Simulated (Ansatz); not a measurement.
The system is Te2Mo, a slab with vacuum.

```xyz
9
Lattice="3.5624 0.0000 0.0000 -1.7812 3.0851 0.0000 0.0000 0.0000 31.5633" Properties=species:S:1:pos:R:3 pbc="T T T"
Te    0.0000    0.0000    1.7916
Te    0.0000    2.0568    9.1213
Te    0.0000    2.0568   26.0209
Te    0.0000    2.0568    5.5424
Te    0.0000    2.0568   22.4419
Te    0.0000    0.0000   29.7717
Mo    0.0000    2.0568    0.0000
Mo    0.0000    0.0000    7.3323
Mo    0.0000    0.0000   24.2309
```

Base run:

* Program: Ansatz 0.2.0
* Functional: r2SCAN
* Potentials or basis: Ansatz PAW
* Cutoff: 500 eV
* Density cutoff: 2000 eV
* k mesh: 7 × 7 × 1
* Occupations: fermi-dirac, width 0.05 eV
* Spin: no spin polarisation
* Hubbard terms: Mo d U = 6 eV

Its results: band gap on the k mesh 0.93 eV, indirect (least direct gap 0.94 eV); largest force 0.197 eV/Å.

Problem. The run is repeated on the same cell with these changes: hubbard terms from Mo d U = 6 eV to Mo d U = 8 eV. What comes out?

Solution. Band gap on the k mesh 1.28 eV, indirect (least direct gap 1.70 eV); largest force 0.115 eV/Å.

Caveats: odd divisions of the mesh miss points on the zone boundary, where band edges often lie, so the gap on the mesh can be too wide; spin-orbit coupling is left out, which moves the levels of the heavy elements; the PAW data sets come from PBE, with cores solved anew for the run's functional, which leaves a small shift of forces and pressure; the U is typed as a test and isn't derived for this compound.

A k mesh can miss the band edges.

Not every run made on this cell is shown here.
